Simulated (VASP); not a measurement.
# SiC (Moissanite) (P6_3mc) in VASP: a series of runs, part 2 of 2

VASP 6.6.1.

## (3) Single point, LDA (volume scaled by 1.04)

Input file run.py:

```python
from ase.calculators.vasp import Vasp
from ase.dft.bandgap import bandgap
from ase.io import read

atoms = read('SiC.cif', primitive_cell=True, subtrans_included=False)
calc = Vasp(
    directory='calc',
    xc='lda',
    pp='LDA',
    setups={'base': 'minimal', 'C': '_s'},
    prec='Accurate',
    encut=400,
    ediff=1e-07,
    ismear=0,
    sigma=0.05,
    lreal=False,
    lasph=True,
    nelm=80,
    algo='Fast',
    isif=2,
    lwave=False,
    lcharg=True,
    lelf=True,
    lvhar=True,
    kpts=[10, 10, 5],
    gamma=True,
    nbands=16,
)
atoms.calc = calc

print('energy (eV):', atoms.get_potential_energy())
print('free energy (eV):', atoms.get_potential_energy(force_consistent=True))
print('forces (eV/A):')
print(atoms.get_forces())
print('stress (eV/A^3, Voigt):', atoms.get_stress())
print('Fermi level (eV):', calc.get_fermi_level())
gap, top, bottom = bandgap(calc)
print('band gap (eV):', gap, 'from (spin, k, band)', top, 'to', bottom)
```

Input file SiC.cif:

```cif
data_SiC
_cell_length_a 3.11647833
_cell_length_b 3.11647833
_cell_length_c 5.11442867
_cell_angle_alpha 90.00000000
_cell_angle_beta 90.00000000
_cell_angle_gamma 120.00000000
_space_group_name_H-M_alt 'P6_3mc'
_space_group_name_Hall 'P 6c -2c'
_space_group_IT_number 186
loop_
_space_group_symop_operation_xyz
'x,y,z'
'x-y,x,z+1/2'
'-y,x-y,z'
'-x,-y,z+1/2'
'-x+y,-x,z'
'y,-x+y,z+1/2'
'y,x,z+1/2'
'x,x-y,z'
'x-y,-y,z+1/2'
'-y,-x,z'
'-x,-x+y,z+1/2'
'-x+y,y,z'
loop_
_atom_site_label
_atom_site_type_symbol
_atom_site_symmetry_multiplicity
_atom_site_Wyckoff_symbol
_atom_site_fract_x
_atom_site_fract_y
_atom_site_fract_z
_atom_site_occupancy
Si1 Si 2 b 0.6666666667 0.3333333333 0.5000000000 1
C1 C 2 b 0.6666666667 0.3333333333 0.8850000000 1
```

Potentials or basis: VASP PAW LDA potentials, release 64 (Si, C_s).

Run with:

```bash
$ python run.py
```

The log of the run:

```text
energy (eV): -33.1600586
free energy (eV): -33.1600586
forces (eV/A):
[[ 0.          0.          0.67675581]
 [-0.          0.          0.67675581]
 [ 0.          0.         -0.67675581]
 [ 0.         -0.         -0.67675581]]
stress (eV/A^3, Voigt): [ 0.06605457  0.06605457  0.08389655 -0.         -0.          0.        ]
Fermi level (eV): 8.52832068
band gap (eV): 2.424100000000001 from (spin, k, band) (0, np.int64(0), np.int64(7)) to (0, np.int64(13), np.int64(8))
```

OUTCAR:

```text
ENCUT = 400.000000
   EDIFF = 1.00e-07
   PREC = Accurate
   ISIF = 2
   ISMEAR = 0
   NELM = 80
   LASPH = .TRUE.
   LREAL = .FALSE.

 ion  position               nearest neighbor table
   1  0.667  0.333  0.500-   4 1.89   4 1.89   4 1.89   3 1.97   2 3.13   2 3.13   2 3.13   2 3.13
                             2 3.13   2 3.13
   2  0.333  0.667  0.000-   3 1.89   3 1.89   3 1.89   4 1.97   1 3.13   1 3.13   1 3.13   1 3.13
                             1 3.13   1 3.13
   3  0.667  0.333  0.885-   2 1.89   2 1.89   2 1.89   1 1.97
   4  0.333  0.667  0.385-   1 1.89   1 1.89   1 1.89   2 1.97

  LATTYP: Found a hexagonal cell.
 ALAT       =     3.1164783300
 C/A-ratio  =     1.6410923255

  Lattice vectors:

 A1 = (   3.1164783300,   0.0000000000,   0.0000000000)
 A2 = (  -1.5582391650,   2.6989494041,   0.0000000000)
 A3 = (   0.0000000000,   0.0000000000,   5.1144286700)

Analysis of symmetry for initial positions (statically):
=====================================================================
 Subroutine PRICEL returns:
 Original cell was already a primitive cell.

 Routine SETGRP: Setting up the symmetry group for a
 hexagonal supercell.

 Subroutine GETGRP returns: Found 12 space group operations
 (whereof  6 operations were pure point group operations)
 out of a pool of 24 trial point group operations.

The static configuration has the point symmetry C_3v.
 The point group associated with its full space group is C_6v.

Analysis of symmetry for dynamics (positions and initial velocities):
=====================================================================
 Subroutine PRICEL returns:
 Original cell was already a primitive cell.

 Routine SETGRP: Setting up the symmetry group for a
 hexagonal supercell.

 Subroutine GETGRP returns: Found 12 space group operations
 (whereof  6 operations were pure point group operations)
 out of a pool of 24 trial point group operations.

The dynamic configuration has the point symmetry C_3v.
 The point group associated with its full space group is C_6v.

 Subroutine INISYM returns: Found 12 space group operations
 (whereof  6 operations are pure point group operations),
 and found     1 'primitive' translations

----------------------------------------------------------------------------------------

                                     Primitive cell

  volume of cell :      43.0186

[... 94 lines left out ...]
   EDIFFG = 0.1E-05   stopping-criterion for IOM
   NSW    =      0    number of steps for IOM
   IBRION =     -1    ionic relax: 0-MD 1-quasi-New 2-CG
   NFREE  =      0    steps in history (QN), initial steepest desc. (CG)
   ISIF   =      2    stress and relaxation
   ISYM   =      2    0-nonsym 1-usesym 2-fastsym
   POTIM  = 0.5000    time-step for ionic-motion
   TEBEG  =    0.0;   TEEND  =   0.0 temperature during run
   PSTRESS=    0.0 pullay stress
   NELECT =      16.0000    total number of electrons
   NUPDOWN=      -1.0000    fix difference up-down
   EMIN   =  10.00;   EMAX   =-10.00  energy-range for DOS
   EFERMI =   0.00;   METHOD = LEGACY
   ISMEAR =     0;   SIGMA  =   0.05  broadening in eV -4-tet -1-fermi 0-gaus
   EFERMI_NEDOS =   21; number of points for ismear=-14 and -15
   IALGO  =     68    algorithm
   IMIX   =      4    mixing-type and parameters
     AMIX     =   0.40;   BMIX     =  1.00
     AMIX_MAG =   1.60;   BMIX_MAG =  1.00
  volume/ion in A,a.u.               =      10.75        72.58
  Fermi-wavevector in a.u.,A,eV,Ry     =   1.177324  2.224821 18.858938  1.386093
  Thomas-Fermi vector in A             =   2.313673
   LORBIT       =      0    0 simple, 1 ext, 2 COOP (PROOUT), +10 PAW based schemes
   GGA     = CA    functional components
   LHFCALC =     F    Hartree Fock is set to
   AEXX    =    0.0000 exact exchange contribution
   IVDW    =     0    specifies the selected vdW correction
   LEPSILON=     F    determine dielectric tensor
   LRPA    =     F    only Hartree local field effects (RPA)
 non-spin polarized calculation
 RMM-DIIS sequential band-by-band and
 Gauss-broadening in eV      SIGMA  =   0.05
  energy-cutoff  :      400.00
  volume of cell :       43.02
 maximum number of plane-waves:       794
   NGX = 11   NGY = 11   NGZ = 17

 number of electron      16.0000000 magnetization

 Free energy of the ion-electron system (eV)
  ---------------------------------------------------
  ext. energy  EPLUGINS =         0.00000000
  ---------------------------------------------------
  free energy    TOTEN  =       -33.16005860 eV

  energy without entropy =      -33.16005860  energy(sigma->0) =      -33.16005860

 E-fermi :   8.5283     XC(G=0): -11.3751

 val. band max:        8.2807199161   @ k =   0.0000   0.0000   0.0000
 cond. band min:      10.7047760414   @ k =   0.3000   0.3000   0.0000
 fundamental gap:      2.4240561253
 Fermi energy:         8.5283206780

 k-point     1 :       0.0000    0.0000    0.0000
  band No.  band energies     occupation
      1      -7.0431      2.00000
      2      -3.6387      2.00000
      3      -0.2013      2.00000
      4       6.7476      2.00000
      5       6.7476      2.00000
      6       8.0049      2.00000
[... 433 lines left out ...]
      3       0.1197      2.00000
      4       1.5836      2.00000
      5       3.6369      2.00000
      6       4.4284      2.00000
[... 8 lines left out ...]
     15      19.1193      0.00000
     16      20.4088      0.00000

 [... further k-points ...]

------------------------ aborting loop because EDIFF is reached ----------------------------------------

  FORCE on cell =-STRESS in cart. coord.  units (eV):
  Direction    XX          YY          ZZ          XY          YZ          ZX
  --------------------------------------------------------------------------------------
  -------------------------------------------------------------------------------------
  Total       -2.8415718     -2.8415718     -3.6091082     -0.0000000     -0.0000000      0.0000000
  in kB     -105.8310823   -105.8310823   -134.4170951     -0.0000000     -0.0000000      0.0000000
  external PRESSURE =    -115.3597532 kB  Pullay stress =       0.0000000 kB

 VOLUME and BASIS-vectors are now :
 -----------------------------------------------------------------------------
  energy-cutoff  :      400.00
  volume of cell :       43.02
      direct lattice vectors                 reciprocal lattice vectors
     3.116478330  0.000000000  0.000000000     0.320875005  0.185257271  0.000000000
    -1.558239165  2.698949404  0.000000000     0.000000000  0.370514541  0.000000000
     0.000000000  0.000000000  5.114428670     0.000000000  0.000000000  0.195525261

 POSITION                                       TOTAL-FORCE (eV/Angst)
 -----------------------------------------------------------------------------------
      1.55824      0.89965      2.55721         0.000000      0.000000      0.676756
      0.00000      1.79930      0.00000        -0.000000      0.000000      0.676756
      1.55824      0.89965      4.52627         0.000000      0.000000     -0.676756
      0.00000      1.79930      1.96906         0.000000     -0.000000     -0.676756
 -----------------------------------------------------------------------------------
    total drift:                               -0.000000      0.000000      0.000055

  FREE ENERGIE OF THE ION-ELECTRON SYSTEM (eV)
  ---------------------------------------------------
  free  energy   TOTEN  =       -33.1600585986 eV

  energy  without entropy=      -33.1600585986  energy(sigma->0) =      -33.16005860
```

INCAR:

```text
ENCUT = 400.000000
SIGMA = 0.050000
EDIFF = 1.00e-07
ALGO = Fast
PREC = Accurate
ISIF = 2
ISMEAR = 0
NBANDS = 16
NELM = 80
LASPH = .TRUE.
LCHARG = .TRUE.
LELF = .TRUE.
LVHAR = .TRUE.
LWAVE = .FALSE.
LREAL = .FALSE.
```

Wall time 16 s (1 thread of Intel Xeon Platinum 8488C (Sapphire Rapids), shared host); peak memory 0.13 GiB.

What came out:

* Free energy: -33.1601 eV
* Pressure: -11.5 GPa
* Largest force: 0.677 eV/Å
* Band gap on the k mesh: 2.42 eV, indirect (least direct gap 3.90 eV)

Forces in eV/Å, atoms in the order of the input:
```
Si   0.000  0.000  0.677
Si   0.000  0.000  0.677
C    0.000  0.000 -0.677
C    0.000  0.000 -0.677
```

Caveat: an odd mesh through Γ misses points on the zone boundary, where band edges often lie.

## (4) Relaxation of the atoms, PBE+D3 (atoms moved at random, drawn with an rms of 0.02 Å)

Input file INCAR:

```
SYSTEM = SiC
PREC     = Accurate       ! precision mode
ENCUT    = 520            ! plane-wave cutoff, eV
EDIFF    = 1E-6           ! SCF threshold, eV
ISMEAR   = -1             ! smearing method
SIGMA    = 0.02           ! smearing width, eV
LREAL    = .FALSE.        ! projectors in reciprocal space
LASPH    = .TRUE.         ! aspherical terms in the spheres
NELM     = 60             ! most SCF steps
ALGO     = Normal         ! electronic algorithm
ISIF     = 2              ! what is computed and relaxed
LWAVE    = .FALSE.        ! write WAVECAR
LCHARG   = .FALSE.        ! write CHGCAR
GGA      = PE             ! functional
IVDW     = 11             ! dispersion correction
IBRION   = 2              ! ionic algorithm
NSW      = 40             ! ionic steps
EDIFFG   = -0.005         ! ionic threshold
```

Input file KPOINTS:

```
Automatic mesh
0
G
  10 10 5
  0 0 0
```

Input file POSCAR:

```
SiC
1.0
    3.0760000000      0.0000000000      0.0000000000
   -1.5380000000      2.6638941420      0.0000000000
    0.0000000000      0.0000000000      5.0480000000
Si C
2 2
Selective dynamics
Direct
    0.6666100000      0.3361430000      0.5008110000  F F F
    0.3346610000      0.6690600000      0.0009440000  T T T
    0.6707560000      0.3344680000      0.8873860000  T T T
    0.3306240000      0.6638520000      0.3850710000  T T T
```

Potentials or basis: VASP PAW PBE potentials, release 64 (Si, C).

Run with:

```bash
$ cat potpaw_PBE.64/Si/POTCAR potpaw_PBE.64/C/POTCAR > POTCAR
$ mpirun -np 1 vasp_std > vasp.out
```

OUTCAR:

```text
SYSTEM = SiC
   PREC = Accurate
   ENCUT = 520
   EDIFF = 1E-6
   ISMEAR = -1
   LREAL = .FALSE.
   LASPH = .TRUE.
   NELM = 60
   ISIF = 2
   GGA = PE
   IVDW = 11
   IBRION = 2
   NSW = 40
   EDIFFG = -0.005
 IVDW          = 11

 ion  position               nearest neighbor table
   1  0.667  0.336  0.501-   4 1.86   4 1.86   4 1.88   3 1.95   2 3.08   2 3.08   2 3.09   2 3.09
                             2 3.09   2 3.09
   2  0.335  0.669  0.001-   3 1.86   3 1.86   3 1.88   4 1.94   1 3.08   1 3.08   1 3.09   1 3.09
                             1 3.09   1 3.09
   3  0.671  0.334  0.887-   2 1.86   2 1.86   2 1.88   1 1.95
   4  0.331  0.664  0.385-   1 1.86   1 1.86   1 1.88   2 1.94

  LATTYP: Found a hexagonal cell.
 ALAT       =     3.0760000000
 C/A-ratio  =     1.6410923277

  Lattice vectors:

 A1 = (   3.0760000000,   0.0000000000,   0.0000000000)
 A2 = (  -1.5380000000,   2.6638941420,   0.0000000000)
[... 413 lines left out ...]
  ---------------------------------------------------
  free energy    TOTEN  =       -30.10325924 eV

  energy without entropy =      -30.10325924  energy(sigma->0) =      -30.10325924

 E-fermi :   8.7060     XC(G=0): -11.3502

 val. band max:        8.2590667757   @ k =   0.0000   0.0000   0.0000
 cond. band min:      10.6915410162   @ k =  -0.3000  -0.4000   0.0000
 fundamental gap:      2.4324742405
 Fermi energy:         8.7059612498

 k-point     1 :       0.0000    0.0000    0.0000
  band No.  band energies     occupation
      1      -7.3095      2.00000
      2      -3.7430      2.00000
      3      -0.4367      2.00000
      4       6.9419      2.00000
      5       6.9424      2.00000
      6       8.1503      2.00000
      7       8.2587      2.00000
      8       8.2591      2.00000
      9      13.0628      0.00000
     10      14.4697      0.00000
     11      14.9248      0.00000
     12      14.9252      0.00000
[... 331 lines left out ...]
 k-point    24 :       0.1000    0.2000    0.0000
  band No.  band energies     occupation
      1      -6.1207      2.00000
      2      -2.7883      2.00000
      3       0.5895      2.00000
      4       3.1463      2.00000
      5       4.7077      2.00000
      6       5.6750      2.00000
      7       7.1816      2.00000
      8       7.2288      2.00000
      9      13.0733      0.00000
     10      13.9754      0.00000
     11      15.4626      0.00000
     12      15.7146      0.00000

 [... further k-points ...]

------------------------ aborting loop because EDIFF is reached ----------------------------------------

 Edisp (eV)   -0.57960

 E8    (eV) :    -0.2732
[... 27 lines left out ...]
  FREE ENERGIE OF THE ION-ELECTRON SYSTEM (eV)
  ---------------------------------------------------
  free  energy   TOTEN  =       -30.6828574718 eV

  energy  without entropy=      -30.6828574718  energy(sigma->0) =      -30.68285747

 reached required accuracy - stopping structural energy minimisation
```

Run time: 4.4 min. Hardware: 1 thread of Intel Xeon Platinum 8488C (Sapphire Rapids), shared host; peak memory 0.26 GiB.

Results:

- Free energy: -30.6829 eV
- Energy gained by relaxing: 10.8 meV/atom
- Ionic steps: 16
- Pressure after relaxing: 1.3 GPa
- Band gap on the k mesh: 2.43 eV, indirect (least direct gap 3.97 eV)
- Dispersion energy per atom: -0.145 eV

Stress tensor (GPa, compression positive):
```
1.39 0.00 0.00
0.00 1.37 0.00
0.00 0.00 1.17
```

The path:
| step | energy change (eV) | largest force (eV/Å) | pressure (GPa) |
| --- | --- | --- | --- |
| 1 | 0.0000 | 0.9637 | 1.62 |
| 2 | -0.0270 | 0.8960 | 1.37 |
| 3 | -0.0348 | 0.6326 | 1.36 |
| 4 | -0.0404 | 0.3621 | 1.33 |
| 5 | -0.0421 | 0.1384 | 1.31 |
| 6 | -0.0427 | 0.1061 | 1.31 |
| 7 | -0.0429 | 0.0509 | 1.31 |
| 8 | -0.0430 | 0.0330 | 1.31 |
| 9 | -0.0430 | 0.0314 | 1.31 |
| 10 | -0.0430 | 0.0281 | 1.31 |
| 11 | -0.0430 | 0.0249 | 1.31 |
| 12 | -0.0430 | 0.0222 | 1.31 |
| 13 | -0.0431 | 0.0141 | 1.31 |
| 14 | -0.0431 | 0.0122 | 1.31 |
| 15 | -0.0431 | 0.0082 | 1.31 |
| 16 | -0.0431 | 0.0058 | 1.31 |

Final structure:
```
Si C
1.0
     3.07600    0.00000    0.00000
    -1.53800    2.66389    0.00000
     0.00000    0.00000    5.04800
Si C
2 2
Direct
  0.66661 0.33614 0.50081
  0.33330 0.66945 0.00085
  0.66664 0.33612 0.87671
  0.33325 0.66943 0.37672
```

Caveat: an odd mesh through Γ misses points on the zone boundary, where band edges often lie.

## (5) Single point, HSE06

Edit run.py of step 3 so:

```diff
@@ -7,20 +7,20 @@
     directory='calc',
-    xc='lda',
-    pp='LDA',
-    setups={'base': 'minimal', 'C': '_s'},
+    xc='hse06',
+    pp='PBE',
+    setups='recommended',
+    pp_version='54',
     prec='Accurate',
-    encut=400,
-    ediff=1e-07,
+    encut=520,
+    ediff=1e-06,
     ismear=0,
-    sigma=0.05,
+    sigma=0.1,
     lreal=False,
     lasph=True,
-    nelm=80,
-    algo='Fast',
+    nelm=60,
+    algo='Normal',
     isif=2,
     lwave=False,
-    lcharg=True,
-    lelf=True,
-    lvhar=True,
-    kpts=[10, 10, 5],
+    lcharg=False,
+    precfock='Fast',
+    kpts=[5, 5, 3],
     gamma=True,
```

Edit SiC.cif of step 3 so:

```diff
@@ -1,5 +1,5 @@
 data_SiC
-_cell_length_a 3.11647833
-_cell_length_b 3.11647833
-_cell_length_c 5.11442867
+_cell_length_a 3.07600000
+_cell_length_b 3.07600000
+_cell_length_c 5.04800000
 _cell_angle_alpha 90.00000000
```

Potentials or basis: VASP PAW PBE potentials, release 54 (Si, C).

Run with:

```bash
$ python run.py
```

It took 2.5 min on 1 thread of Intel Xeon Platinum 8488C (Sapphire Rapids), shared host; peak memory 0.25 GiB.

Results (log left out):

* Free energy: -34.8420 eV
* Pressure: -1.4 GPa
* Largest force: 0.761 eV/Å
* Band gap on the k mesh: 3.78 eV, indirect (least direct gap 5.33 eV)

Forces on the atoms (eV/Å):
```
Si   0.000  0.000  0.761
Si   0.000  0.000  0.761
C    0.000  0.000 -0.761
C    0.000  0.000 -0.761
```

Stress tensor (GPa, compression positive):
```
 0.27  0.00  0.00
 0.00  0.27  0.00
 0.00  0.00 -4.67
```

Levels at points of the mesh, in eV from the valence-band top:
| k point | band 5 | band 6 | band 7 | band 8 | band 9 | band 10 | band 11 | band 12 |
| --- | --- | --- | --- | --- | --- | --- | --- | --- |
| (0.00, 0.00, 0.00) | -1.75 | -0.32 | -0.32 | 0.00 | 5.79 | 7.28 | 7.71 | 7.71 |

Caveat: the k mesh is coarse (spacing up to 0.47 Å⁻¹), so the values aren't converged, least of all with exact exchange; the PAW data sets were made with another functional, which shifts forces and pressure a little; an odd mesh through Γ misses points on the zone boundary, where band edges often lie.

## (6) The runs side by side

```csv
task,level,potentials or basis,cell,k mesh,cutoff (eV),smearing,grid for exact exchange (PRECFOCK),exchange at q = 0,atoms held fixed (from 0),screening parameter,mesh quality,gap on the mesh (eV),pressure (GPa),largest force (eV/Å)
single point,TPSSh,"VASP PAW PBE potentials, release 64 (Si, C)","atoms moved at random, drawn with an rms of 0.02 Å",5 × 5 × 3,520,tetrahedron,Fast,truncated,-,-,coarse,3.38,0.0,1.47
single point,LDA,"VASP PAW LDA potentials, release 64 (Si, C_s)",volume scaled by 1.04,10 × 10 × 5,400,gaussian 0.05 eV,-,-,-,-,not flagged,2.42,-11.5,0.68
relaxation of the atoms,PBE+D3,"VASP PAW PBE potentials, release 64 (Si, C)","atoms relaxed from: atoms moved at random, drawn with an rms of 0.02 Å",10 × 10 × 5,520,fermi-dirac 0.02 eV,-,-,[0],-,not flagged,2.43,1.3,-
single point,HSE06,"VASP PAW PBE potentials, release 54 (Si, C)",as given,5 × 5 × 3,520,gaussian 0.1 eV,Fast,-,-,0.200000 1/A,coarse,3.78,-1.4,0.76
```

Alike in all rows: no spin polarisation.

Caveats: some runs use coarse meshes; an odd mesh through Γ misses points on the zone boundary, where band edges often lie; the PAW data sets were made with another functional, which shifts forces and pressure a little (some runs).

Absolute energies hang on the potentials; compare differences alone.
